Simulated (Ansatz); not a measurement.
# BaTiO$_{3}$: stiffness from a series of strains

```yaml
crystal:
  lattice:
    - [3.99980, 0.00000, 0.00000]
    - [0.00000, 3.99980, 0.00000]
    - [0.00000, 0.00000, 4.01800]
  atoms:
    - { symbol: Ba, position: [0.00000, 0.00000, 0.00000] }
    - { symbol: Ti, position: [0.50000, 0.50000, 0.48200] }
    - { symbol: O, position: [0.50000, 0.50000, 0.01600] }
    - { symbol: O, position: [0.50000, 0.00000, 0.51500] }
    - { symbol: O, position: [0.00000, 0.50000, 0.51500] }
```

Atom numbers follow the list: Ba1, Ti2, O3, O4, O5.

The geometry is COD entry 2100858, unchecked; take it as a test cell.

No spin–orbit coupling, which matters for the heavy atoms here.

The calculation used DFT, PBEsol, all-electron LAPW, scalar-relativistic (Ansatz 0.2.0).

Numerical set-up: a Γ-centred 7×7×7 k mesh, Fermi–Dirac smearing of 0.08 eV, basis error target 1 meV/atom, no spin polarisation.

The strain is applied along the Cartesian axes of the cell as listed (the other components stay zero). Fractional coordinates are held (clamped ions).

σ is the change of stress from the unstrained cell, which is at -3.60 GPa; tension is positive, so slopes are stress–strain coefficients at that pressure.

Only quantities that a quadratic follows smoothly over the whole series are listed; rougher ones are left out.

```tsv
εxx = εyy	σzz (GPa)	σxx (GPa)
-0.0300	-6.83	-13.72
-0.0200	-4.37	-8.57
-0.0100	-2.10	-4.02
0.0000	0.00	0.00
0.0100	1.93	3.54
0.0300	5.34	9.39
```

(1) Fit the series and read off the stiffness at zero strain.

(2) One run, at εxx = εyy = 0.0200, is withheld. Predict its row.

Results:

(1) Least-squares fits y = p0 + p1 x + p2 x² to the rows give σzz (GPa): p1 = 203, p2 = -830; σxx (GPa): p1 = 384, p2 = -2400. So C13 + C23 = 203 GPa and C11 + C12 = 384 GPa, for these axes.

(2) The fits give 3.72, 6.73; the run gave 3.71, 6.66.
